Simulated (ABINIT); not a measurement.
# AlNi3 (Pm-3m) in ABINIT: reference runs

How does AlNi3 come out in PBE? The cell is run as given.

Program: ABINIT 10.8.3 (patched build). These are calculated values, not measurements. Logs are shortened: lines on timing, memory, paths and dates and some standing lists are left out, and cuts for length are marked. The log counts tension as positive stress, the text compression.

### 1 The structure

It takes space group Pm-3m (No. 221, cubic). Conventional cell: a = 3.523 Å, b = 3.523 Å, c = 3.523 Å, α = 90.00°, β = 90.00°, γ = 90.00°. Ni (site symmetry 4/mmm) is surrounded by 8 Ni at 2.49 Å and 4 Al at 2.49 Å. Al (site symmetry m-3m) has 12 Ni at 2.49 Å as nearest neighbours.

The cell is a database's computed one.

### 2 Single point, PBE, collinear spin, ferromagnetic start

The input, run.abi:

```
pp_dirpath "./"
pseudos "Ni.GGA_PBE-JTH.xml, Al.GGA_PBE-JTH.xml"

acell 3*1.0 Angstrom
rprim
     3.5230547267     0.0000000000     0.0000000000
     0.0000000000     3.5230547267     0.0000000000
     0.0000000000     0.0000000000     3.5230547267
ntypat 2
znucl 28 13
natom 4
typat 1 1 1 2
xred
     0.5000000000     0.5000000000     0.0000000000
     0.5000000000     0.0000000000     0.5000000000
     0.0000000000     0.5000000000     0.5000000000
     0.0000000000     0.0000000000     0.0000000000

ecut 41.0
pawecutdg 63.0
pawxcdev 0

kptopt 1
ngkpt 8 8 8
nshiftk 1
shiftk 0.0 0.0 0.0

ixc 11

nband 35
occopt 3
tsmear 0.00183747

nsppol 2
spinat
     0.0000000000     0.0000000000     1.0000000000
     0.0000000000     0.0000000000     1.0000000000
     0.0000000000     0.0000000000     1.0000000000
     0.0000000000     0.0000000000     0.0000000000

nstep 100
tolvrs 1.0e-9

iomode 3
prtwf 0
prtden 0
prteig 0
prtebands 0
```

Potentials or basis: JTH PAW PBE v2.0.

Run with:

```
$ abinit run.abi > log 2>&1
```

run.abo:

```text
.Version 10.8.3 of ABINIT
 Symmetries : space group Pm -3 m (#221); Bravais cP (primitive cubic)
================================================================================
 Values of the parameters that define the memory need of the present run
     intxc =       0    ionmov =       0      iscf =      17    lmnmax =      18
     lnmax =       6     mgfft =      40  mpssoang =       3    mqgrid =    3001
     natom =       4  nloc_mem =       2    nspden =       2   nspinor =       1
    nsppol =       2      nsym =      48    n1xccc =       1    ntypat =       2
    occopt =       3   xclevel =       2
       mpw =        3755          nfft =       64000          nkpt =          35
 PAW method is used; the additional fine FFT grid is defined by:
   mgfftf=        48    nfftf =    110592
================================================================================
================================================================================

--------------------------------------------------------------------------------
------------- Echo of variables that govern the present computation ------------
--------------------------------------------------------------------------------
 -outvars: echo values of preprocessed input variables --------
            acell      1.8897261259E+00  1.8897261259E+00  1.8897261259E+00 Bohr
              amu      5.86900000E+01  2.69815390E+01
             ecut      4.10000000E+01 Hartree
              ixc          11
         kptrlatt        8    0    0      0    8    0      0    0    8
          kptrlen      5.32608685E+01
            natom           4
            nband          35
            ngfft          40      40      40
          ngfftdg          48      48      48
             nkpt          35
           nspden           2
           nsppol           2
            nstep         100
             nsym          48
           ntypat           2
           occopt           3
        pawecutdg      6.30000000E+01 Hartree
         pawxcdev           0
           prtden           0
        prtebands           0
           prteig           0
            prtwf           0
            rprim      3.5230547267E+00  0.0000000000E+00  0.0000000000E+00
                       0.0000000000E+00  3.5230547267E+00  0.0000000000E+00
                       0.0000000000E+00  0.0000000000E+00  3.5230547267E+00
          spgroup         221
           spinat      0.0000000000E+00  0.0000000000E+00  1.0000000000E+00
                       0.0000000000E+00  0.0000000000E+00  1.0000000000E+00
                       0.0000000000E+00  0.0000000000E+00  1.0000000000E+00
                       0.0000000000E+00  0.0000000000E+00  0.0000000000E+00
           tolvrs      1.00000000E-09
           tsmear      1.83747000E-03 Hartree
            typat      1  1  1  2
[... 198 lines left out ...]
   1.00000    1.00000    1.00000    1.00000    1.00000    1.00000    0.99999    0.99999
   0.99393    0.77900    0.77900    0.77900    0.00000    0.00000    0.00000    0.00000
   0.00000    0.00000    0.00000
 prteigrs : prtvol=0 or 1, do not print more k-points.

 Eigenvalues (hartree) for nkpt=  35  k points, SPIN DOWN:
 kpt#   1, nband= 35, wtk=  0.00195, kpt=  0.0000  0.0000  0.0000 (reduced coord)
  -3.34543   -3.34419   -3.34419   -1.89241   -1.89241   -1.89241   -1.89018   -1.89018
  -1.89018   -1.88571   -1.88571   -1.88571    0.05782    0.27179    0.30031    0.30031
   0.31878    0.31878    0.31878    0.39091    0.39091    0.39091    0.42067    0.42067
   0.43641    0.44910    0.44910    0.44910    0.46502    0.46502    0.46502    0.68482
   0.68482    0.71442    0.89145
      occupation numbers for kpt#   1
   1.00000    1.00000    1.00000    1.00000    1.00000    1.00000    1.00000    1.00000
   1.00000    1.00000    1.00000    1.00000    1.00000    1.00000    1.00000    1.00000
   1.00000    1.00000    1.00000    1.00000    1.00000    1.00000    0.99969    0.99969
   0.38135    0.00062    0.00062    0.00062    0.00000    0.00000    0.00000    0.00000
   0.00000    0.00000    0.00000
 prteigrs : prtvol=0 or 1, do not print more k-points.

--- !EnergyTerms
iteration_state     : {dtset: 1, }
comment             : Components of total free energy in Hartree
kinetic             :  8.79592093362428E+01
hartree             :  1.47088207222153E+02
xc                  : -2.12003286980440E+01
Ewald energy        : -3.08259912241194E+02
psp_core            :  1.20387049039554E+01
local_psp           : -4.15550537909101E+02
PAW spherical_terms : -1.68454492784475E+01
internal            : -5.14770106664435E+02
'-kT*entropy'       : -1.06273102692542E-03
total_energy        : -5.14771169395462E+02
total_energy_eV     : -1.40076371187152E+04
...

--- !EnergyTermsDC
iteration_state     : {dtset: 1, }
comment             : '"Double-counting" decomposition of free energy'
band_energy         : -4.28228090634846E+01
Ewald energy        : -3.08259912241194E+02
psp_core            :  1.20387049039554E+01
xc_dc               : -1.40992132759235E+02
PAW spherical_terms : -3.47339674503599E+01
internal            : -5.14770116610318E+02
'-kT*entropy'       : -1.06273102692542E-03
total_energy_dc     : -5.14771179341345E+02
total_energy_dc_eV  : -1.40076373893565E+04
...

--- !EnergyTermsWithPAWCore
iteration_state     : {dtset: 1, }
comment             : 'Components of total free energy, including PAW core contributions'
Total energy        : -4.80527096678497E+03
Total energy DC     : -4.80527097673085E+03
Total energy (eV)   : -1.30758084293784E+05
Total energy DC (eV): -1.30758084564426E+05
...

 Cartesian components of stress tensor (hartree/bohr^3)
  sigma(1 1)= -2.67288513E-04  sigma(3 2)=  0.00000000E+00
  sigma(2 2)= -2.67288513E-04  sigma(3 1)=  0.00000000E+00
  sigma(3 3)= -2.67288513E-04  sigma(2 1)=  0.00000000E+00

-Cartesian components of stress tensor (GPa)         [Pressure=  7.8639E+00 GPa]
- sigma(1 1)= -7.86389955E+00  sigma(3 2)=  0.00000000E+00
- sigma(2 2)= -7.86389955E+00  sigma(3 1)=  0.00000000E+00
- sigma(3 3)= -7.86389955E+00  sigma(2 1)=  0.00000000E+00

== END DATASET(S) ==============================================================
================================================================================

 -outvars: echo values of variables after computation  --------
            acell      1.8897261259E+00  1.8897261259E+00  1.8897261259E+00 Bohr
           etotal     -5.1477117934E+02
            fcart     -0.0000000000E+00 -0.0000000000E+00 -0.0000000000E+00
                      -0.0000000000E+00 -0.0000000000E+00 -0.0000000000E+00
                      -0.0000000000E+00 -0.0000000000E+00 -0.0000000000E+00
                      -0.0000000000E+00 -0.0000000000E+00 -0.0000000000E+00
            rprim      3.5230547267E+00  0.0000000000E+00  0.0000000000E+00
                       0.0000000000E+00  3.5230547267E+00  0.0000000000E+00
                       0.0000000000E+00  0.0000000000E+00  3.5230547267E+00
           strten     -2.6728851299E-04 -2.6728851299E-04 -2.6728851299E-04
                       0.0000000000E+00  0.0000000000E+00  0.0000000000E+00
           xangst      1.7615273633E+00  1.7615273633E+00  0.0000000000E+00
                       1.7615273633E+00  0.0000000000E+00  1.7615273633E+00
                       0.0000000000E+00  1.7615273633E+00  1.7615273633E+00
                       0.0000000000E+00  0.0000000000E+00  0.0000000000E+00
             xred      5.0000000000E-01  5.0000000000E-01  0.0000000000E+00
                       5.0000000000E-01  0.0000000000E+00  5.0000000000E-01
                       0.0000000000E+00  5.0000000000E-01  5.0000000000E-01
                       0.0000000000E+00  0.0000000000E+00  0.0000000000E+00
 Calculation completed.
```

Wall time 11 min (1 thread of Arm Neoverse N1, shared host); peak memory 0.33 GiB.

Results:

```yaml
Free_energy: -14007.6374 eV
Pressure: 7.9 GPa
Band_gap_on_the_k_mesh: none (metal or under the smearing width)
Net_moment: 0.70 μB per cell
Site_moments: Ni +0.26; Al -0.01 μB
Valence_electrons_inside_the_program's_atomic_spheres: Ni 15.90; Al 0.83
```

Caveat: small starting moments can end in a higher magnetic state in this program.
